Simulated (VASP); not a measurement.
# Ge: restarted molecular dynamics, 2 variants

Ge, Imma (no. 74), 16 atoms in the cell. PBE, molecular dynamics; PAW potentials Ge (PBE set).

| Restart from | Temperature at the end (K) | The same without a restart (K) | Potential energy at the end (eV/atom) | The same without a restart (eV/atom) | Electronic steps in the first step after the restart | Time (s) |
|---|---|---|---|---|---|---|
| CONTCAR with velocities, WAVECAR read | 771.0 | 771.0 | -4.21792 | -4.21792 | 4 | 475 |
| CONTCAR with velocities, no WAVECAR | 771.0 | 771.0 | -4.21792 | -4.21792 | 13 | 630 |

Limits: 180 fs of 16 atoms are too short for converged averages; the cell is only 5.3 Å across, so each atom moves in step with near copies of itself.

## Input of the first row

INCAR.step1:
```
GGA = PE
PREC = Normal
ENCUT = 200
EDIFF = 1E-6
NELMIN = 4
NELM = 60
ALGO = Fast
LREAL = Auto
LASPH = True
ISMEAR = -1
SIGMA = 0.069
ISYM = 0
LWAVE = True
LCHARG = False
IBRION = 0
NSW = 30
POTIM = 3.0
TEBEG = 1600
ISIF = 2
RANDOM_SEED = 58099 0 0
MDALGO = 2
SMASS = -3
KPAR = 2
```

INCAR.step2, as INCAR.step1 but for:
```
- LWAVE = True
+ LWAVE = False
```

KPOINTS:
```
k-points
0
Monkhorst-Pack
  2 2 2
```

POSCAR.step1:
```
Ge
1.0
    9.9835920000      0.0000000000      0.0000000000
    0.0000000000      5.3017260000      0.0000000000
    0.0000000000      0.0000000000      5.7477880000
Ge
16
Direct
    0.0000000000      0.7500000000      0.0320285000
    0.0000000000      0.7500000000      0.5320285000
    0.5000000000      0.7500000000      0.0320285000
    0.5000000000      0.7500000000      0.5320285000
    0.0000000000      0.2500000000      0.4679715000
    0.0000000000      0.2500000000      0.9679715000
    0.5000000000      0.2500000000      0.4679715000
    0.5000000000      0.2500000000      0.9679715000
    0.2500000000      0.2500000000      0.2820285000
    0.2500000000      0.2500000000      0.7820285000
    0.7500000000      0.2500000000      0.2820285000
    0.7500000000      0.2500000000      0.7820285000
    0.2500000000      0.7500000000      0.2179715000
    0.2500000000      0.7500000000      0.7179715000
    0.7500000000      0.7500000000      0.2179715000
    0.7500000000      0.7500000000      0.7179715000
```

Commands (each step's output is kept before the next begins):
```
cat potpaw_PBE.64/Ge/POTCAR > POTCAR
cp INCAR.step1 INCAR
cp POSCAR.step1 POSCAR
mpirun -np 2 vasp_std > vasp.out
cp CONTCAR POSCAR
cp INCAR.step2 INCAR
mpirun -np 2 vasp_std > vasp.out
```

Changes of the last row against the first:
```
(step 1)
- LWAVE = True
+ LWAVE = False
```

VASP 6.6.1 took 475 s on 2 cores (Intel Xeon Platinum 8259CL @ 2.50GHz (Skylake/Cascade Lake)), a shared host.
